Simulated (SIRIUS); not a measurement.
Wanted: the native input for a SIRIUS 7.12.0 run.

```yaml
Task: single point
Functional: PBE
Potentials_or_basis: PseudoDojo 0.4.1 PBE standard (scalar relativistic)
Cutoff: 1152 eV
Density_cutoff: 4606 eV
k_mesh: 9 × 9 × 5
Occupations: fermi-dirac, width 0.05 eV
Spin: no spin polarisation
Libxc_names: "[\"XC_GGA_X_PBE\", \"XC_GGA_C_PBE\"]"
Energy_tol: 1e-08 Ha
Density_tol: 1e-06
Mixer: anderson
Mixing_beta: 0.7
Max_scf: 100
Radial_cutoff_for_the_potentials'_integrals: 6.5 bohr
```

Ga2O3:

```
CELL_PARAMETERS angstrom
6.10700 -1.51855 0.00000
6.10700 1.51855 0.00000
-1.38599 0.00000 5.63001
ATOMIC_POSITIONS crystal
Ga 0.34134 0.34134 0.68598
Ga 0.65866 0.65866 0.31402
Ga 0.90950 0.90950 0.20540
Ga 0.09050 0.09050 0.79460
O 0.50410 0.50410 0.74340
O 0.49590 0.49590 0.25660
O 0.82670 0.82670 0.43680
O 0.17330 0.17330 0.56320
O 0.83550 0.83550 0.89020
O 0.16450 0.16450 0.10980
```

The input as run:

sirius.json

```json
{
  "control": {
    "processing_unit": "cpu",
    "verbosity": 2,
    "num_bands_to_print": 58,
    "print_forces": true,
    "print_stress": true
  },
  "parameters": {
    "electronic_structure_method": "pseudopotential",
    "xc_functionals": ["XC_GGA_X_PBE", "XC_GGA_C_PBE"],
    "gk_cutoff": 9.2,
    "pw_cutoff": 18.4,
    "ngridk": [9, 9, 5],
    "shiftk": [0, 0, 0],
    "smearing": "fermi_dirac",
    "smearing_width": 0.0018374661,
    "num_bands": 58,
    "num_mag_dims": 0,
    "num_dft_iter": 100,
    "energy_tol": 1e-08,
    "density_tol": 1e-06
  },
  "iterative_solver": {
    "type": "davidson",
    "min_tolerance": 1e-10
  },
  "mixer": {
    "type": "anderson",
    "beta": 0.7,
    "max_history": 8
  },
  "settings": {
    "tol_ne": 1e-10,
    "pseudo_grid_cutoff": 6.5
  },
  "unit_cell": {
    "lattice_vectors": [
      [11.54055744309, -2.86964360655, 0.0],
      [11.54055744309, 2.86964360655, 0.0],
      [-2.619139425023, 0.0, 10.63917459407]
    ],
    "atom_coordinate_units": "lattice",
    "atom_types": ["Ga", "O"],
    "atom_files": {
      "O": "O.json",
      "Ga": "Ga.json"
    },
    "atoms": {
      "Ga": [
        [0.34134, 0.34134, 0.68598],
        [0.65866, 0.65866, 0.31402],
        [0.9095, 0.9095, 0.2054],
        [0.0905, 0.0905, 0.7946]
      ],
      "O": [
        [0.5041, 0.5041, 0.7434],
        [0.4959, 0.4959, 0.2566],
        [0.8267, 0.8267, 0.4368],
        [0.1733, 0.1733, 0.5632],
        [0.8355, 0.8355, 0.8902],
        [0.1645, 0.1645, 0.1098]
      ]
    }
  }
}
```

Potentials or basis: PseudoDojo 0.4.1 PBE standard (scalar relativistic).

Run with:

```console
$ upf_to_json O.upf
$ upf_to_json Ga.upf
$ OMP_NUM_THREADS=4 sirius.scf --input=sirius.json --output=out.json --task=0
```

Results of the run:

The pressure is 9.2 GPa, the largest force is 0.205 eV/Å and the band gap on the k mesh is 2.47 eV.

Caveat: an odd mesh through Γ misses points on the zone boundary, where band edges often lie.

It took 8.9 min on 4 threads of Intel(R) Xeon(R) 6975P-C (Granite Rapids), with other jobs on the host, peak memory 4.7 GiB.
